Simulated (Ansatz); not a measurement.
AlCu:

```xyz
2
Lattice="2.9975 0.0000 0.0000 0.0000 2.9975 0.0000 0.0000 0.0000 2.9975" Properties=species:S:1:pos:R:3 pbc="T T T"
Cu    1.4988    1.4988    1.4988
Al    0.0000    0.0000    0.0000
```

The cell comes from a database or a generator and needn't be the stable form of this composition.

```yaml
Program: Ansatz 0.2.0
Task: relaxation of cell and atoms
Functional: LDA
Potentials_or_basis: Ansatz PAW
Cutoff: "420 eV (not typed: the program's choice for these potentials)"
k_mesh: 9 × 9 × 9
Occupations: fermi-dirac, width 0.05 eV
Spin: no spin polarisation
```

At the start: volume 13.47 Å³/atom.

Where does the relaxation end?

It ends after 5 steps and the volume is 12.51 Å³/atom (-7.1 %); space group Pm-3m (No. 221, to 0.05 Å).

The path:
| step | energy change (eV) | largest force (eV/Å) | volume (Å³) |
| --- | --- | --- | --- |
| 1 | 0.0000 | 0.0000 | 26.93 |
| 2 | -0.0500 | 0.0000 | 25.57 |
| 3 | -0.0552 | 0.0000 | 24.94 |
| 4 | -0.0552 | 0.0000 | 25.02 |
| 5 | -0.0545 | 0.0000 | 25.02 |

Final structure:
```yaml
crystal:
  lattice:
    - [2.92482, 0.00000, 0.00000]
    - [0.00000, 2.92482, 0.00000]
    - [0.00000, 0.00000, 2.92482]
  atoms:
    - { symbol: Cu, position: [0.50000, 0.50000, 0.50000] }
    - { symbol: Al, position: [0.00000, 0.00000, 0.00000] }
```

Caveat: the plane-wave basis is chosen anew once the cell has moved, so the energies of steps on either side of that aren't comparable; the PAW data sets come from PBE, with cores solved anew for the run's functional, which leaves a small shift of forces and pressure.
